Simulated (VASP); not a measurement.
# ZrS2 in VASP: relaxation of cell and atoms with r2SCAN+rVV10

Aim: the relaxation of cell and atoms of ZrS2 with r2SCAN+rVV10.

Program: VASP 6.6.1. These are calculated values, not measurements. Logs are shortened: lines on timing, memory, paths and dates and some standing lists are left out, and cuts for length are marked.

### 1 Starting point

The cell holds a sheet with vacuum, 3 atoms: a = 3.670 Å, b = 3.670 Å, c = 18.900 Å, α = 90.00°, β = 90.00°, γ = 120.00°.

The cell was built by a generator and needn't be a form met in nature.

### 2 Relaxation of cell and atoms, r2SCAN+rVV10

File INCAR:

```
PREC     = Accurate       # precision mode
ENCUT    = 600            # plane-wave cutoff, eV
EDIFF    = 1E-7           # SCF threshold, eV
ISMEAR   = 0              # smearing method
SIGMA    = 0.03           # smearing width, eV
LREAL    = False          # projectors in reciprocal space
LASPH    = True           # aspherical terms in the spheres
NELM     = 120            # most SCF steps
ALGO     = Normal         # electronic algorithm
ISIF     = 3              # what is computed and relaxed
LWAVE    = False          # write WAVECAR
LCHARG   = False          # write CHGCAR
METAGGA  = R2SCAN         # meta-GGA
LMIXTAU  = True         
LUSE_VDW = True         
IVDW_NL  = 2            
BPARAM   = 11.95        
CPARAM   = 0.0093       
IBRION   = 2              # ionic algorithm
NSW      = 60             # ionic steps
EDIFFG   = -0.005         # ionic threshold
LATTICE_CONSTRAINTS= .TRUE. .TRUE. .FALSE.
KPAR     = 4
```

File KPOINTS:

```
regular mesh
0
Gamma
  12 12 1
```

File POSCAR:

```
ZrS2
1.0
    3.6700000000      0.0000000000      0.0000000000
   -1.8350000000      3.1783132300      0.0000000000
    0.0000000000      0.0000000000     18.9000000000
S Zr
2 1
Direct
    0.3333330000      0.6666670000      0.4232804200
    0.6666670000      0.3333330000      0.5767195800
    0.0000000000      0.0000000000      0.5000000000
```

Potentials or basis: VASP PAW PBE potentials, release 64 (S, Zr_sv).

The run is started by

```bash
> cat potpaw_PBE.64/S/POTCAR potpaw_PBE.64/Zr_sv/POTCAR > POTCAR
> mpirun -np 4 vasp_std > vasp.out
```

OUTCAR:

```text
PREC = Accurate
   ENCUT = 600
   EDIFF = 1E-7
   ISMEAR = 0
   LREAL = False
   LASPH = True
   NELM = 120
   ISIF = 3
   METAGGA = R2SCAN
   IVDW_NL = 2
   BPARAM = 11.95
   IBRION = 2
   NSW = 60
   EDIFFG = -0.005

 ion  position               nearest neighbor table
   1  0.333  0.667  0.423-   3 2.57   3 2.57   3 2.57
   2  0.667  0.333  0.577-   3 2.57   3 2.57   3 2.57
   3  0.000  0.000  0.500-   1 2.57   2 2.57   1 2.57   2 2.57   2 2.57   1 2.57

  LATTYP: Found a hexagonal cell.
 ALAT       =     3.6700000000
 C/A-ratio  =     5.1498637602

  Lattice vectors:

 A1 = (   3.6700000000,   0.0000000000,   0.0000000000)
 A2 = (  -1.8350000000,   3.1783132300,   0.0000000000)
 A3 = (   0.0000000000,   0.0000000000,  18.9000000000)

Analysis of symmetry for initial positions (statically):
=====================================================================
 Subroutine PRICEL returns:
 Original cell was already a primitive cell.

 Routine SETGRP: Setting up the symmetry group for a
 hexagonal supercell.

 Subroutine GETGRP returns: Found 12 space group operations
 (whereof 12 operations were pure point group operations)
 out of a pool of 24 trial point group operations.

The static configuration has the point symmetry D_3d.

Analysis of symmetry for dynamics (positions and initial velocities):
=====================================================================
 Subroutine PRICEL returns:
 Original cell was already a primitive cell.

 Routine SETGRP: Setting up the symmetry group for a
 hexagonal supercell.

 Subroutine GETGRP returns: Found 12 space group operations
 (whereof 12 operations were pure point group operations)
 out of a pool of 24 trial point group operations.

The dynamic configuration has the point symmetry D_3d.

 Subroutine INISYM returns: Found 12 space group operations
 (whereof 12 operations are pure point group operations),
 and found     1 'primitive' translations

----------------------------------------------------------------------------------------

                                     Primitive cell

  volume of cell :     220.4573

  direct lattice vectors                    reciprocal lattice vectors
     3.670000000  0.000000000  0.000000000     0.272479564  0.157316150  0.000000000
    -1.835000000  3.178313230  0.000000000     0.000000000  0.314632299  0.000000000
     0.000000000  0.000000000 18.900000000     0.000000000  0.000000000  0.052910053

  length of vectors
     3.670000000  3.669999998 18.900000000     0.314632299  0.314632299  0.052910053

  position of ions in fractional coordinates (direct lattice)
     0.333333000  0.666667000  0.423280420
     0.666667000  0.333333000  0.576719580
     0.000000000  0.000000000  0.500000000

  ion indices of the primitive-cell ions
   primitive index   ion index
                 1           1
                 2           2
                 3           3

----------------------------------------------------------------------------------------

 KPOINTS: regular mesh

Automatic generation of k-mesh.
 Grid dimensions read from file:
 generate k-points for:   12   12    1

 Generating k-lattice:

  Cartesian coordinates                     Fractional coordinates (reciprocal lattice)
     0.022706630  0.013109679  0.000000000     0.083333333  0.000000000  0.000000000
     0.000000000  0.026219358  0.000000000     0.000000000  0.083333333  0.000000000
     0.000000000  0.000000000  0.052910053     0.000000000  0.000000000  1.000000000

  Length of vectors
     0.026219358  0.026219358  0.052910053

  Shift w.r.t. Gamma in fractional coordinates (k-lattice)
     0.000000000  0.000000000  0.000000000

 Subroutine IBZKPT returns following result:
 ===========================================

 Found     19 irreducible k-points:

 Following reciprocal coordinates:
            Coordinates               Weight
  0.000000  0.000000  0.000000      1.000000
  0.083333 -0.000000  0.000000      6.000000
  0.166667  0.000000  0.000000      6.000000
  0.250000  0.000000  0.000000      6.000000
  0.333333  0.000000  0.000000      6.000000
  0.416667  0.000000  0.000000      6.000000
[... 11 lines left out ...]
  0.333333  0.250000  0.000000     12.000000
  0.333333  0.333333  0.000000      2.000000
   k-points           NKPTS =     19   k-points in BZ     NKDIM =     19   number of bands    NBANDS=     16
   number of dos      NEDOS =    301   number of ions     NIONS =      3
   total plane-waves  NPLWV = 144000
   dimension x,y,z NGX =    30 NGY =   30 NGZ =  160
   dimension x,y,z NGXF=    60 NGYF=   60 NGZF=  320
   ions per type =               2   1
   NGX,Y,Z   is equivalent  to a cutoff of  13.59, 13.59, 14.07 a.u.
   NGXF,Y,Z  is equivalent  to a cutoff of  27.18, 27.18, 28.15 a.u.
 SYSTEM =  unknown system
   PREC   = accura    normal or accurate (medium, high low for compatibility)
   ISTART =      0    job   : 0-new  1-cont  2-samecut
   ICHARG =      2    charge: 1-file 2-atom 10-const
   ISPIN  =      1    spin polarized calculation?
   LNONCOLLINEAR =      F non collinear calculations
   LSORBIT =      F    spin-orbit coupling
   LASPH  =      T    aspherical Exc in radial PAW
   ENCUT  =  600.0 eV  44.10 Ry    6.64 a.u.   7.33  7.33 37.75*2*pi/ulx,y,z
   NELM   =    120;   NELMIN=  2; NELMDL= -5     # of ELM steps
   EDIFF  = 0.1E-06   stopping-criterion for ELM
   LREAL  =      F    real-space projection
   EDIFFG = -.5E-02   stopping-criterion for IOM
   NSW    =     60    number of steps for IOM
   IBRION =      2    ionic relax: 0-MD 1-quasi-New 2-CG
   NFREE  =      1    steps in history (QN), initial steepest desc. (CG)
   ISIF   =      3    stress and relaxation
   ISYM   =      2    0-nonsym 1-usesym 2-fastsym
   POTIM  = 0.5000    time-step for ionic-motion
   TEBEG  =    0.0;   TEEND  =   0.0 temperature during run
   PSTRESS=    0.0 pullay stress
   NELECT =      24.0000    total number of electrons
   NUPDOWN=      -1.0000    fix difference up-down
   EMIN   =  10.00;   EMAX   =-10.00  energy-range for DOS
   EFERMI =   0.00;   METHOD = LEGACY
   ISMEAR =     0;   SIGMA  =   0.03  broadening in eV -4-tet -1-fermi 0-gaus
   EFERMI_NEDOS =   21; number of points for ismear=-14 and -15
   IALGO  =     38    algorithm
   IMIX   =      4    mixing-type and parameters
     AMIX     =   0.40;   BMIX     =  1.00
     AMIX_MAG =   1.60;   BMIX_MAG =  1.00
  volume/ion in A,a.u.               =      73.49       495.91
  Fermi-wavevector in a.u.,A,eV,Ry     =   0.781695  1.477188  8.313790  0.611046
  Thomas-Fermi vector in A             =   1.885265
   LORBIT       =      0    0 simple, 1 ext, 2 COOP (PROOUT), +10 PAW based schemes
   METAGGA = R2SCAN    functional components
   LHFCALC =     F    Hartree Fock is set to
   AEXX    =    0.0000 exact exchange contribution
   IVDW_NL    =     2    kernel type
   BPARAM     =11.9500
   IVDW    =     0    specifies the selected vdW correction
   LEPSILON=     F    determine dielectric tensor
   LRPA    =     F    only Hartree local field effects (RPA)
 conjugate gradient relaxation of ions
 non-spin polarized calculation
 Gauss-broadening in eV      SIGMA  =   0.03
  energy-cutoff  :      600.00
  volume of cell :      220.46
 maximum number of plane-waves:      7437
 NGX is ok and might be reduce to    30
   NGX = 15   NGY = 15   NGZ = 75

--------------------------------------- Ionic step        1  -------------------------------------------

 number of electron      23.9999998 magnetization

 Free energy of the ion-electron system (eV)
  ---------------------------------------------------
  ext. energy  EPLUGINS =         0.00000000
  ---------------------------------------------------
  free energy    TOTEN  =       -43.43494589 eV

  energy without entropy =      -43.43494589  energy(sigma->0) =      -43.43494589

------------------------ aborting loop EDIFF was not reached (unconverged)  ----------------------------

  FORCE on cell =-STRESS in cart. coord.  units (eV):
  Direction    XX          YY          ZZ          XY          YZ          ZX
  --------------------------------------------------------------------------------------
  -------------------------------------------------------------------------------------
  Total        0.0692487      0.0692487     -0.1741030      0.0000000      0.0000000     -0.0000000
  in kB        0.5032662      0.5032662     -1.2652963      0.0000000      0.0000000     -0.0000000
  external PRESSURE =      -0.0862546 kB  Pullay stress =       0.0000000 kB

 VOLUME and BASIS-vectors are now :
 -----------------------------------------------------------------------------
  energy-cutoff  :      600.00
  volume of cell :      220.46
      direct lattice vectors                 reciprocal lattice vectors
     3.670000000  0.000000000  0.000000000     0.272479564  0.157316150  0.000000000
    -1.835000000  3.178313230  0.000000000     0.000000000  0.314632299  0.000000000
     0.000000000  0.000000000 18.900000000     0.000000000  0.000000000  0.052910053
[... 124 lines left out ...]
  energy  without entropy=      -43.4355380506  energy(sigma->0) =      -43.43553805

--------------------------------------- Ionic step        5  -------------------------------------------

 number of electron      23.9999998 magnetization

 Free energy of the ion-electron system (eV)
  ---------------------------------------------------
  ext. energy  EPLUGINS =         0.00000000
  ---------------------------------------------------
  free energy    TOTEN  =       -43.43556807 eV

  energy without entropy =      -43.43556807  energy(sigma->0) =      -43.43556807

 E-fermi :  -3.1990     XC(G=0):  -3.4606

 val. band max:       -3.3850797583   @ k =   0.0000   0.0000   0.0000
 cond. band min:      -1.8571089066   @ k =   0.5000   0.0000   0.0000
 fundamental gap:      1.5279708517
 Fermi energy:        -3.1989974362

 k-point     1 :       0.0000    0.0000    0.0000
  band No.  band energies     occupation
      1     -53.8782      2.00000
      2     -31.2348      2.00000
      3     -31.0790      2.00000
      4     -31.0790      2.00000
      5     -16.2864      2.00000
      6     -15.0747      2.00000
[... 8 lines left out ...]
     15      -0.3243      0.00000
     16       2.2681      0.00000
[... 370 lines left out ...]
  FREE ENERGIE OF THE ION-ELECTRON SYSTEM (eV)
  ---------------------------------------------------
  free  energy   TOTEN  =       -43.4355680702 eV

  energy  without entropy=      -43.4355680702  energy(sigma->0) =      -43.43556807

 reached required accuracy - stopping structural energy minimisation
```

It took 74 min on 4 MPI ranks of Intel Xeon Platinum 8488C (Sapphire Rapids), shared host; peak memory 0.98 GiB.

Results:

```
Free energy                            : -43.4356 eV
Relaxed volume                         : 73.81 Å³/atom
Relaxed cell                           : a = 3.678 Å, b = 3.678 Å, c = 18.900 Å, α = 90.00°, β = 90.00°, γ = 120.00°
Space group after relaxing (to 0.05 Å) : P-3m1 (No. 164)
Energy gained by relaxing              : 0.2 meV/atom
Ionic steps                            : 5
Band gap on the k mesh                 : 1.53 eV, indirect (least direct gap 2.03 eV)
```

Step by step:
```
step  energy change (eV)  largest force (eV/Å)  pressure (GPa)  volume (Å³)
   1              0.0000                0.0552           -0.01       220.46
   2             -0.0003                0.0460           -0.03       220.95
   3             -0.0005                0.0343           -0.07       221.58
   4             -0.0006                0.0183            0.03       221.35
   5             -0.0006                0.0004            0.00       221.42
```

Final structure:
```
CELL_PARAMETERS angstrom
3.67804 0.00000 0.00000
-1.83902 3.18527 0.00000
0.00000 0.00000 18.90000
ATOMIC_POSITIONS crystal
S 0.33333 0.66667 0.42373
S 0.66667 0.33333 0.57627
Zr 0.00000 0.00000 0.50000
```

Caveat: the PAW data sets were made with another functional, which shifts forces and pressure a little.
